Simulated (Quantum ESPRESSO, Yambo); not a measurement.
# BeTe (F-43m): G0W0 with Yambo, start to end, part 2 of 3

Aim: the G0W0 gap of BeTe (F-43m) on PBE, step by step.

Quantum ESPRESSO 7.5 and Yambo 5.3.0; PBE and many-body steps on it, plane waves. Known limits of the many-body steps: not at the basis limit; no spin-orbit coupling; coarse k mesh.

So far. Step 2 (Ground state): The gap is indirect, with the least direct gap 1.73 eV higher. Step 3 (Bands along the symmetry lines): The gap is 1.863 eV, as in the run before at this level.

The database entry behind the starting cell differs from later determinations by our own check (an axis about 1.5 % short against later determinations), so it need not match the best structure at ambient conditions.

## 4. Empty states on the mesh, 4×4×4 mesh, 110 bands

Level of this step: DFT, PBE, plane waves, norm-conserving pseudopotentials (Quantum ESPRESSO).

The sums over transitions need many empty states on a uniform mesh; this step solves for them.

pw.in reads:

```
&control
  calculation = 'nscf'
  prefix = 'x'
  outdir = 'o'
  pseudo_dir = 'pseudo'
/
&system
  ibrav = 0
  nat = 2
  ntyp = 2
  ecutwfc = 88.0
  nbnd = 110
  force_symmorphic = .true.
/
&electrons
  conv_thr = 1e-9
  electron_maxstep = 80
  diago_full_acc = .true.
  diago_thr_init = 5e-6
/
ATOMIC_SPECIES
  Be 9.012 Be.upf
  Te 127.6 Te.upf
CELL_PARAMETERS angstrom
  0.0000000000 2.7700000000 2.7700000000
  2.7700000000 0.0000000000 2.7700000000
  2.7700000000 2.7700000000 -0.0000000000
ATOMIC_POSITIONS crystal
  Be 0.0000000000 0.0000000000 0.0000000000
  Te 0.2500000000 0.2500000000 0.2500000000
K_POINTS automatic
  4 4 4 0 0 0
```

Command:

```console
$ OMP_NUM_THREADS=1 mpirun -n 4 pw.x -nk 4 -in pw.in > pw.out
```

What it wrote:

```text
[banner, memory and clock lines left out]
Program PWSCF v.7.5 starts

     Atomic positions and unit cell read from directory:
     o/x.save/

     Message from routine setup:
     using ibrav=0 with symmetry is DISCOURAGED, use correct ibrav instead

     G-vector sticks info

     bravais-lattice index     =            0
     lattice parameter (alat)  =       7.4028  a.u.
     unit-cell volume          =     286.8573 (a.u.)^3
     number of atoms/cell      =            2
     number of atomic types    =            2
     number of electrons       =        28.00
     number of Kohn-Sham states=          110
     kinetic-energy cutoff     =      88.0000  Ry
     charge density cutoff     =     352.0000  Ry
     Exchange-correlation= PBE
                           (   1   4   3   4   0   0   0)

     celldm(1)=   7.402759  celldm(2)=   0.000000  celldm(3)=   0.000000
     celldm(4)=   0.000000  celldm(5)=   0.000000  celldm(6)=   0.000000

     crystal axes: (cart. coord. in units of alat)
               a(1) = (   0.000000   0.707107   0.707107 )
               a(2) = (   0.707107   0.000000   0.707107 )
               a(3) = (   0.707107   0.707107  -0.000000 )

     reciprocal axes: (cart. coord. in units 2 pi/alat)
               b(1) = ( -0.707107  0.707107  0.707107 )
               b(2) = (  0.707107 -0.707107  0.707107 )
               b(3) = (  0.707107  0.707107 -0.707107 )
     Pseudo is Norm-conserving, Zval =  4.0
     Generated using ONCVPSP code by D. R. Hamann
     Using radial grid of 1358 points,  4 beta functions with:
     Pseudo is Norm-conserving + core correction, Zval = 24.0
     Generated using ONCVPSP code by D. R. Hamann
     Using radial grid of 1294 points,  8 beta functions with:
     Be                4.00     9.01200     Be( 1.00)
     Te               24.00   127.60000     Te( 1.00)

     24 Sym. Ops. (no inversion) found

   Cartesian axes

     site n.     atom                  positions (alat units)
         1        Be     tau(   1) = (   0.0000000   0.0000000   0.0000000  )
         2        Te     tau(   2) = (   0.3535534   0.3535534   0.3535534  )

     number of k points=     8
                       cart. coord. in units 2pi/alat
        k(    1) = (   0.0000000   0.0000000   0.0000000), wk =   0.0312500
        k(    2) = (   0.1767767   0.1767767  -0.1767767), wk =   0.2500000
        k(    3) = (  -0.3535534  -0.3535534   0.3535534), wk =   0.1250000
[...]
k(    7) = (  -0.7071068   0.0000000   0.0000000), wk =   0.0937500
        k(    8) = (  -0.7071068   0.3535534   0.0000000), wk =   0.1875000

     Dense  grid:    31951 G-vectors     FFT dimensions: (  45,  45,  45)

     The potential is recalculated from file :
     o/x.save/charge-density

     Starting wfcs are   15 randomized atomic wfcs +   95 random wfcs

     Band Structure Calculation

     End of band structure calculation

          k = 0.0000 0.0000 0.0000 (  4015 PWs)   bands (ev):

  -149.6016 -99.6293 -99.6293 -99.6293 -90.8180 -26.9192 -26.9192 -26.9192
   -26.9042 -26.9042  -3.2079   9.4262   9.4262   9.4262  13.0168  13.0168
    13.0168  13.6252  17.8212  19.9977  19.9977  20.7608  20.7608  20.7608
[...]
96.0346  96.0346  96.0346  97.9251  98.5312  98.5313

          k = 0.1768 0.1768-0.1768 (  3984 PWs)   bands (ev):

[...]
95.8687  96.9652  96.9652  97.7284  98.0695  98.0695

          k =-0.3536-0.3536 0.3536 (  3996 PWs)   bands (ev):

[...]
80.7312  83.7536  85.1008  85.1008  85.9178  85.9178  86.1767  87.4607
    87.4607  91.7289  92.1098  92.5388  92.5388  93.7272  93.7272  93.7667
    95.0798  95.9376  97.8260  97.9467  98.8353  98.8353

          k = 0.3536 0.0000 0.0000 (  4016 PWs)   bands (ev):

     [... further k-points ...]

     highest occupied, lowest unoccupied level (ev):     9.4262   11.2895

     XML data file, pseudopotentials, collected wavefunctions
```

The job ended after 8.6 s (4 MPI ranks of Arm Neoverse V1, shared host; peak memory 0.35 GiB; 34 s of CPU time).

Numbers from this step:

* gap: 1.863 eV
* k of the valence top: 0, 0, 0
* k of the conduction bottom: 0, -0.5, -0.5
* least direct gap: 3.591 eV
* k points computed: 8
* lowest point of the top converged band, above the valence top: 87.1164 eV

On this mesh the gap is 1.863 eV.

## 5. Conversion and set-up

This step: Yambo 5.3.0; conversion and set-up on PBE, plane waves, norm-conserving pseudopotentials.

The states are converted to the many-body program's format and the q mesh is built.

Command:

```console
$ (cd o/x.save; p2y > p2y.log; mv SAVE ../..); yambo > setup.log
```

What it wrote:

```text
 Yambo, version 5.3.0

 [02] CORE Variables Setup
 =========================

  [02.01] Unit cells
  ==================

  Cell kind             :  FCC
  Atoms in the cell     :  Be  Te
  number of Be atoms    :  1
  number of Te atoms    :  1

  List of atomic masses
  Mass of Be    :  9.012000
  Mass of Te    :  127.6000

  List of atomic coordinates    : [cc]
  Be1       :  0.000000  0.000000  0.000000  order 1
  Te1       :  2.617271  2.617271  2.617271  order 2

  Alat factors          :  5.234541  5.234541  5.234541 [a.u.]
  Direct lattice volume :  286.8573 [a.u.]
  Direct lattice vectors:  A[ 1 ]  A[ 2 ]  A[ 3 ]
   A[ 1 ]:  0.000000  1.000000  1.000000  [iru]
   0.000000  5.234541  5.234541  [cc]
   A[ 2 ]:  1.000000  0.000000  1.000000  [iru]
   5.234541  0.000000  5.234541  [cc]
   A[ 3 ]:  1.000000  1.000000 -0.000000  [iru]
   5.234541  5.234541 -0.000000  [cc]

  Recip. lattice volume :  0.864716 [a.u.]
  Recip. lattice vectors:  B[ 1 ]  B[ 2 ]  B[ 3 ]
   B[ 1 ]: -0.500000  0.500000  0.500000  [iku]
  -0.600166  0.600166  0.600166  [cc]
   B[ 2 ]:  0.500000 -0.500000  0.500000  [iku]
   0.600166 -0.600166  0.600166  [cc]
   B[ 3 ]:  0.500000  0.500000 -0.500000  [iku]
   0.600166  0.600166 -0.600166  [cc]

  [02.02] Symmetries
  ==================

  Inversion symmetry    : yes
  Spatial inversion     : no
  Inversion index       :  25
  K-space Time-reversal : yes
  Magnetic symmetries   : no
  Time-reversal derived K-space symmetries:   25   48
  Group table correct   : yes
  Symmetries units      :  [cc]

   [S  1]:   1.0000      0.34382E-16  0.34382E-16  0.34382E-16   1.0000     -0.34382E-16 -0.34382E-16 -0.34382E-16   1.0000
   [S  2]:  -1.0000     -0.34382E-16  0.34382E-16 -0.34382E-16  -1.0000     -0.34382E-16  0.34382E-16  0.34382E-16   1.0000
   [S  3]:  -1.0000      0.34382E-16 -0.34382E-16 -0.34382E-16   1.0000      0.34382E-16  0.34382E-16 -0.34382E-16  -1.0000
[...]
[S  9]:  0.34382E-16   1.0000      0.34382E-16 -0.34382E-16  0.34382E-16   1.0000       1.0000     -0.34382E-16 -0.34382E-16
   [S 10]:  0.34382E-16  -1.0000     -0.34382E-16 -0.34382E-16 -0.34382E-16  -1.0000       1.0000      0.34382E-16  0.34382E-16
     [... 36 further rows ...]
   [S*47]:   1.0000      0.34382E-16 -0.34382E-16  0.34382E-16 -0.34382E-16  -1.0000     -0.34382E-16   1.0000      0.34382E-16
   [S*48]:   1.0000     -0.34382E-16  0.34382E-16  0.34382E-16  0.34382E-16   1.0000     -0.34382E-16  -1.0000     -0.34382E-16

  [02.03] Reciprocal space
  ========================

  nG shells         :   328
  nG charge         :   31951
  nG WFs            :   4873
  nC WFs            :   4016
  G-vecs. in first 32 shells:  [ Number ]
     1    9   15   27   51   59   65   89  113
    137   169   181   229   259   283   307   331   339
    387   411   459   531   537   561   609   645   701
    725   749   821   869   893
  ...
[...]
K/Q-points units:
  rlu = crystal or reduced units; cc = cartesian coordinates; iku = interal k-units

  K [1]          [rlu]:  0.000000  0.000000  0.000000
         WF components:   4015
  K [2]          [rlu]: -0.15124E-17 -0.15124E-17  0.25000
         WF components:   3984
  K [3]          [rlu]:  0.30247E-17  0.30247E-17 -0.50000
         WF components:   3996
  K [4]          [rlu]: -0.97766E-18  0.25000      0.25000
         WF components:   4016
  K [5]          [rlu]:  0.18396E-16  0.25000     -0.50000
         WF components:   4008
  [... 2 further k-points ...]
  K [8]          [rlu]:  0.250000 -0.500000 -0.250000
         WF components:   3996

  [02.05] Energies & Occupations
  ==============================

  [X] === General ===
  [X] Electronic Temperature                        :  0.000000  0.000000 [eV K]
  [X] Bosonic    Temperature                        :  0.000000  0.000000 [eV K]
  [X] Finite Temperature mode                       : no
  [X] El. density                                   :  0.65870E+24 [cm-3]
  [X] Fermi Level                                   :  9.426233 [eV]

  [X] === Gaps and Widths ===
  [X] Conduction Band Min                           :  1.863269 [eV]
  [X] Valence Band Max                              :  0.000000 [eV]
  [X] Filled Bands                                  :  14
  [X] Empty Bands                                   :   15  110
  [X] Direct Gap                                    :  3.590531 [eV]
  [X] Direct Gap localized at k                     :  1
  [X] Indirect Gap                                  :  1.863269 [eV]
  [X] Indirect Gap between kpts                     :   1   7
  [X] Last valence band width                       :  3.442439 [eV]
  [X] 1st conduction band width                     :  3.467501 [eV]

  E @ K [1]:  [eV]
  -159.0278 -109.0555 -109.0555 -109.0555 -100.2442  -36.3455  -36.3455  -36.3455
   -36.3305     -36.3305     -12.6341    -0.127252E-8 -0.125183E-8   0.00000      3.59053      3.59053
    3.59053   4.19896   8.39501  10.57148  10.57148  11.33460  11.33460  11.33460
[...]
occ @ K [1]
[...]
E @ K [2]:  [eV]
[...]
occ @ K [2]
[...]
E @ K [3]:  [eV]
[...]
occ @ K [3]
[...]
E @ K [4]:  [eV]
[...]
occ @ K [4]
[...]
E @ K [5]:  [eV]
[...]
occ @ K [5]
[...]
[... 2 further k-points ...]
  E @ K [8]:  [eV]
[...]
occ @ K [8]
[...]
0.000000  0.000000  0.000000  0.000000  0.000000  0.000000  0.000000  0.000000
   0.000000  0.000000  0.000000  0.000000  0.000000  0.000000  0.000000  0.000000

 [03] Transferred momenta grid and indexing
 ==========================================

 IBZ Q-points                                      :   8
 BZ  Q-points                                      :   64

 K/Q-points units:
 rlu = crystal or reduced units; cc = cartesian coordinates; iku = interal k-units

 Q [1]          [rlu]:  0.000000  0.000000  0.000000
 Q [2]          [rlu]: -0.61447E-17 -0.61447E-17  0.25000
 Q [3]          [rlu]:  0.12289E-16  0.12289E-16 -0.50000
[...]
Q [7]          [rlu]: -0.44291E-16 -0.50000     -0.50000
 Q [8]          [rlu]:  0.250000 -0.500000 -0.250000

  [03.01] X indexes
  =================

   [03.01.01] Sigma indexes
   ========================

 [06] Game Over & Game summary
```

Run time: 2.6 s. Hardware: 1 MPI rank; peak memory 0.25 GiB.

[end of part 2 of 3]

[Paths, hosts, dates, memory and timing lines, banners, echoed tables and standing remarks are left out of the program output.]

[Logs are printed without paths, hosts, clocks, repeated set-up lines and the standing remarks that a program may print on its own settings, such as how far it seeks lower states.]

[Runs of the session that timed out or met a known fault of the program may be left out.]

[Hosts, paths, dates, database ids (printed as entryN), source tags and the programs' standing remarks are cut or masked in the printed files.]
